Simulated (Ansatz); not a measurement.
## Convergence test, TiAl₃

These are results of DFT r2SCAN, scalar-relativistic, plane waves, PAW (Ansatz 0.2.0), not measurements.

```
Ti Al
1.0
     2.83968    0.00000    0.00000
     0.00000    4.68126    0.00000
     0.00000    0.00000    4.90074
Ti Al
1 3
Cartesian
  0.0000 2.3406 0.8131
  1.4198 2.3406 3.2701
  1.4198 0.0000 1.6217
  0.0000 0.0000 4.0965
```

```json
{
 "plane-wave cutoff": "500 eV",
 "Γ-centred k-mesh": "14×10×10",
 "spin treatment": "unpolarised"
}
```

The atoms stay fixed while the occupation rule is varied. ΔE is the energy extrapolated to zero smearing, less that of the reference run (14×10×10 Γ-centred mesh, Gaussian smearing 0.1 eV). The cell isn't necessarily relaxed at this level. Pressure is positive in compression.

```csv
"rule, width (eV)",ΔE (meV/atom),"ΔF, free energy (meV/atom)",P (GPa),largest change of a force component (eV/Å)
Gaussian 0.1,0.00,0.00,-2.17,0.000
Gaussian 0.02,?,?,?,?
Gaussian 0.05,-0.08,1.17,-2.18,0.006
Gaussian 0.2,?,?,?,?
Fermi–Dirac 0.02,?,?,?,?
Methfessel–Paxton 0.01,-0.11,1.50,-2.18,0.009
Methfessel–Paxton 0.1,-0.03,1.61,-2.18,0.005
Methfessel–Paxton 0.2,0.04,1.62,-2.18,0.003
Methfessel–Paxton 0.3,0.02,1.47,-2.18,0.006
cold 0.05,-0.11,1.54,-2.18,0.009
cold 0.1,-0.05,1.68,-2.18,0.005
cold 0.3,0.83,3.24,-2.19,0.009
tetrahedron,?,?,?,?
```

(1) Fill in the withheld rows.

Results:

(1) The withheld rows:

```
rule, width (eV)  ΔE (meV/atom)  ΔF, free energy (meV/atom) P (GPa) largest change of a force component (eV/Å)
   Gaussian 0.02          -0.11                        1.45    -2.18                                       0.009
    Gaussian 0.2          -0.05                       -4.85    -2.14                                       0.009
Fermi–Dirac 0.02          -0.08                        1.14    -2.18                                       0.006
     tetrahedron          -0.30                        1.31    -2.21                                       0.020
```

This form isn't the usual stable structure of the compound.